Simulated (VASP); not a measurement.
# What goes wrong when C (Diamond) is relaxed with a bad input, part 2 of 2

Some relaxations of C (Diamond) get a fault in the input on purpose. Which of them show, and how? The starting structure is a measured crystal structure from the Crystallography Open Database. The first relaxation on each setting starts from this cell expanded by 3 % in volume.

VASP 6.6.1.

Results so far: reference 5.62 Å³ an atom; a loose electronic threshold 5.62 Å³ an atom; a loose energy criterion for the relaxation 5.63 Å³ an atom.

### Step 5. Relaxation with a k mesh far too coarse

Level of this step: PBEsol; plane waves and PAW (C) (VASP).

A slip made on purpose: a k mesh far too coarse. Against step 2 the input has a 2×2×2 mesh (also changed: NELM, NCORE and KPAR).

File INCAR:

```
SYSTEM = C
PREC = Accurate
ENCUT = 520
EDIFF = 1E-06
NELM = 60
ISMEAR = 0
SIGMA = 0.03
LREAL = .FALSE.
ALGO = Normal
GGA = PS
NBANDS = 10
LORBIT = 11
LWAVE = .FALSE.
LCHARG = .FALSE.
NCORE = 4
IBRION = 2
NSW = 50
ISIF = 3
EDIFFG = -0.006
```

File POSCAR:

```
C
1.0
    0.0000000000      1.8010282771      1.8010282771
    1.8010282771      0.0000000000      1.8010282771
    1.8010282771      1.8010282771      0.0000000000
C
2
Direct
    0.7500000000      0.7500000000      0.7500000000
    0.5000000000      0.5000000000      0.5000000000
```

File KPOINTS:

```
Automatic mesh
0
Gamma
2 2 2
0 0 0
```

PAW data sets: C (PBE family, release 64).

Command:

```
> mpirun -np 4 vasp_std
```

What it wrote:

```text
[banner, memory and clock lines left out]
running    4 mpi-ranks, on    1 nodes
[...]
[... a notice as in an earlier step ...]

 LDA part: xc-table for (Slater+PW92), standard interpolation
 POSCAR, INCAR and KPOINTS ok, starting setup
[...]
entering main loop
       N       E                     dE             d eps       ncg     rms          rms(c)
DAV:   1     0.302706787689E+01    0.30271E+01   -0.51985E+03    60   0.768E+02
DAV:   2    -0.166274108963E+02   -0.19654E+02   -0.18999E+02    72   0.123E+02
DAV:   3    -0.170206058624E+02   -0.39319E+00   -0.39267E+00    66   0.147E+01
DAV:   4    -0.170214376494E+02   -0.83179E-03   -0.83168E-03    68   0.779E-01
[...]
DAV:   9    -0.160535306586E+02   -0.49077E-04   -0.44264E-05    64   0.625E-02    0.376E-02
DAV:  10    -0.160535534080E+02   -0.22749E-04   -0.11621E-05    62   0.325E-02    0.900E-03
DAV:  11    -0.160535531925E+02    0.21551E-06   -0.16297E-07    42   0.408E-03
   1 F= -.16053553E+02 E0= -.16053553E+02  d E =-.160536E+02
[...]
DAV:   5    -0.160470257891E+02    0.20141E-04   -0.74128E-06    60   0.290E-02    0.161E-02
DAV:   6    -0.160470241936E+02    0.15955E-05   -0.46929E-07    52   0.843E-03    0.308E-03
DAV:   7    -0.160470241381E+02    0.55556E-07   -0.21252E-08    30   0.141E-03
   2 F= -.16047024E+02 E0= -.16047024E+02  d E =0.652905E-02
 trial-energy change:    0.006529  1 .order    0.005233   -0.068658    0.079123
 step:   0.4516(harm=  0.4646)  dis= 0.00000  next Energy=   -16.068935 (dE=-0.154E-01)
[...]
N       E                     dE             d eps       ncg     rms          rms(c)
DAV:   1    -0.160754446027E+02   -0.28420E-01   -0.41291E-01    60   0.565E+00    0.566E-01
DAV:   2    -0.160707615214E+02    0.46831E-02   -0.49143E-03    60   0.592E-01    0.321E-01
DAV:   3    -0.160687264336E+02    0.20351E-02   -0.33320E-03    60   0.427E-01    0.576E-02
DAV:   4    -0.160687277716E+02   -0.13380E-05   -0.51098E-05    62   0.558E-02    0.452E-02
DAV:   5    -0.160687235837E+02    0.41879E-05   -0.22396E-06    60   0.159E-02    0.979E-03
DAV:   6    -0.160687238604E+02   -0.27672E-06   -0.11188E-07    30   0.429E-03
   3 F= -.16068724E+02 E0= -.16068724E+02  d E =-.151707E-01
[...]
reached required accuracy - stopping structural energy minimisation
```

Wall time 1.8 s (4 MPI ranks of Intel Xeon Platinum 8259CL at 2.50GHz (Skylake/Cascade Lake), shared host); peak memory 0.38 GiB; 4.9 s of CPU time.

From OUTCAR (step 5):

```text
  Total       -0.0076749     -0.0076749     -0.0076749      0.0000000     -0.0000000      0.0000000
  in kB       -1.0196212     -1.0196212     -1.0196212      0.0000000     -0.0000000      0.0000000
  external PRESSURE =      -1.0196212 kB  Pullay stress =       0.0000000 kB

 POSITION                                       TOTAL-FORCE (eV/Angst)
 -----------------------------------------------------------------------------------
      2.73020      2.73020      2.73020        -0.000000      0.000000      0.000000
      1.82014      1.82014      1.82014         0.000000     -0.000000     -0.000000
 -----------------------------------------------------------------------------------
    total drift:                                0.000000     -0.000000      0.000000

  FREE ENERGIE OF THE ION-ELECTRON SYSTEM (eV)
  ---------------------------------------------------
  free  energy   TOTEN  =       -16.0687238604 eV

  energy  without entropy=      -16.0687238604  energy(sigma->0) =      -16.06872386

[... 1 part as in an earlier step ...]

[... 3 further parts left out ...]
[key lines of the parts left out:]
E-fermi :   9.3808
```

With a k mesh far too coarse the cell ends at 6.030 Å³ an atom, +7.22 % from the reference; the bulk modulus is 403.0 GPa against 451.2 GPa.

### Step 6. Relaxation with a smearing far too wide

A slip made on purpose: a smearing far too wide. Against step 2 the input has SIGMA = 2 (also changed: NELM).

INCAR: that of step 5 with these lines changed.

```diff
@@ -6,3 +6,3 @@
 ISMEAR = 0
-SIGMA = 0.03
+SIGMA = 2
 LREAL = .FALSE.
@@ -14,3 +14,3 @@
 LCHARG = .FALSE.
-NCORE = 4
+KPAR = 4
 IBRION = 2
```

POSCAR is that of step 5.

File KPOINTS:

```
Automatic mesh
0
Gamma
10 10 10
0 0 0
```

Command:

```
> mpirun -np 4 vasp_std
```

What it wrote:

```text
[... set-up lines as in an earlier step ...]
 entering main loop
       N       E                     dE             d eps       ncg     rms          rms(c)
DAV:   1    -0.650428692173E+00   -0.65043E+00   -0.50224E+03   964   0.778E+02
DAV:   2    -0.194345075745E+02   -0.18784E+02   -0.18129E+02  1336   0.125E+02
DAV:   3    -0.198374378212E+02   -0.40293E+00   -0.40175E+00  1082   0.145E+01
DAV:   4    -0.198382916589E+02   -0.85384E-03   -0.85381E-03  1044   0.806E-01
[...]
DAV:   9    -0.192356671013E+02   -0.16976E-04   -0.15281E-05  1154   0.373E-02    0.202E-02
DAV:  10    -0.192356750349E+02   -0.79336E-05   -0.36771E-06   990   0.181E-02    0.414E-03
DAV:  11    -0.192356748795E+02    0.15542E-06   -0.68699E-08   540   0.248E-03
   1 F= -.19235675E+02 E0= -.19210851E+02  d E =-.192357E+02
[...]
N       E                     dE             d eps       ncg     rms          rms(c)
DAV:   1    -0.192559520529E+02   -0.20277E-01   -0.19765E+00  1032   0.127E+01    0.129E+00
[...]
DAV:   4    -0.192230755930E+02    0.13054E-04   -0.18467E-04  1004   0.132E-01    0.888E-02
DAV:   5    -0.192230463828E+02    0.29210E-04   -0.73461E-06  1004   0.303E-02    0.765E-03
DAV:   6    -0.192230468037E+02   -0.42093E-06   -0.17280E-07   494   0.418E-03
   2 F= -.19223047E+02 E0= -.19203592E+02  d E =0.126281E-01
 trial-energy change:    0.012628  1 .order    0.014930   -0.094183    0.124042
 step:   0.4472(harm=  0.4316)  dis= 0.00000  next Energy=   -19.256942 (dE=-0.213E-01)
[...]
N       E                     dE             d eps       ncg     rms          rms(c)
DAV:   1    -0.192672823492E+02   -0.44236E-01   -0.58699E-01   978   0.671E+00    0.703E-01
DAV:   2    -0.192601679665E+02    0.71144E-02   -0.72827E-03  1006   0.721E-01    0.387E-01
DAV:   3    -0.192573268519E+02    0.28411E-02   -0.48364E-03   978   0.508E-01    0.545E-02
DAV:   4    -0.192573221089E+02    0.47430E-05   -0.60377E-05  1004   0.745E-02    0.447E-02
DAV:   5    -0.192573100477E+02    0.12061E-04   -0.22797E-06   992   0.166E-02    0.496E-03
DAV:   6    -0.192573095106E+02    0.53705E-06   -0.64600E-08   472   0.280E-03
   3 F= -.19257310E+02 E0= -.19235037E+02  d E =-.216346E-01
[...]
reached required accuracy - stopping structural energy minimisation
```

Elapsed: 4 s, on 4 MPI ranks; peak memory 0.48 GiB; 13 s of CPU time.

Parts of OUTCAR (step 6):

```text
  Total       -0.0116527     -0.0116527     -0.0116527     -0.0000000      0.0000000     -0.0000000
  in kB       -1.6583672     -1.6583672     -1.6583672     -0.0000000      0.0000000     -0.0000000
  external PRESSURE =      -1.6583672 kB  Pullay stress =       0.0000000 kB

 POSITION                                       TOTAL-FORCE (eV/Angst)
 -----------------------------------------------------------------------------------
      2.66829      2.66829      2.66829        -0.000000     -0.000000     -0.000000
      1.77886      1.77886      1.77886         0.000000      0.000000      0.000000
 -----------------------------------------------------------------------------------
    total drift:                                0.000000     -0.000000      0.000000

  FREE ENERGIE OF THE ION-ELECTRON SYSTEM (eV)
  ---------------------------------------------------
  free  energy   TOTEN  =       -19.2573095106 eV

  energy  without entropy=      -19.2127636574  energy(sigma->0) =      -19.23503658

[... 2 parts as in an earlier step ...]

[... 2 further parts left out ...]
[key lines of the parts left out:]
E-fermi :  11.6834
```

With a smearing far too wide the cell ends at 5.629 Å³ an atom, +0.09 % from the reference; the bulk modulus is 449.0 GPa against 451.2 GPa.

### Step 7. The runs compared

```
                                        run  volume (Å³/atom)  change (%)  bulk modulus (GPa)  pressure left (GPa)  core minutes
                                  reference             5.624           -               451.2                  0.0         0.627
               a loose electronic threshold             5.622       -0.04                   -                 0.01         0.467
a loose energy criterion for the relaxation             5.625        0.02                   -                -0.18         0.373
                    a k mesh far too coarse              6.03        7.22               403.0                 -0.1          0.12
                    a smearing far too wide             5.629        0.09               449.0                -0.17         0.267
```

Core minutes are wall time times ranks, summed over the relaxations behind a row (those for a bulk modulus apart), on shared hosts.

### Step 8. Results

| Quantity | Value |
| --- | --- |
| volume of the reference | 5.624 Å³/atom |
| volume against the reference, a loose electronic threshold | -0.04 % |
| volume against the reference, a loose energy criterion for the relaxation | +0.02 % |
| volume against the reference, a k mesh far too coarse | +7.22 % |
| volume against the reference, a smearing far too wide | +0.09 % |

Finished, but with signs in the output that stand out against the reference: a loose energy criterion for the relaxation, with the volume changed by less than 0.1 % (signs: a stress of up to 0.2 GPa); a k mesh far too coarse, with the volume changed by +7.2 % (signs: a stress of up to 0.1 GPa and 13.4 GPa at the first ionic step (of the first relaxations, not shown; reference: -16.0 GPa)); a smearing far too wide, with the volume changed by +0.1 % (signs: a stress of up to 0.2 GPa and a large entropy term in the energy). Little came of a loose electronic threshold in this material. The reference was restarted once and the runs with a slip weren't, so their cells may not have settled fully. Further runs on this material are not shown.

[Lines on the potential files, build, host, timing and source positions are cut from VASP's logs without a mark.]

[Logs are printed without paths, hosts, clocks, repeated set-up lines and the standing remarks that a program may print on its own settings, such as how far it seeks lower states.]

[Hosts, paths, dates, database ids (printed as entryN), source tags and the programs' standing remarks are cut or masked in the printed files.]
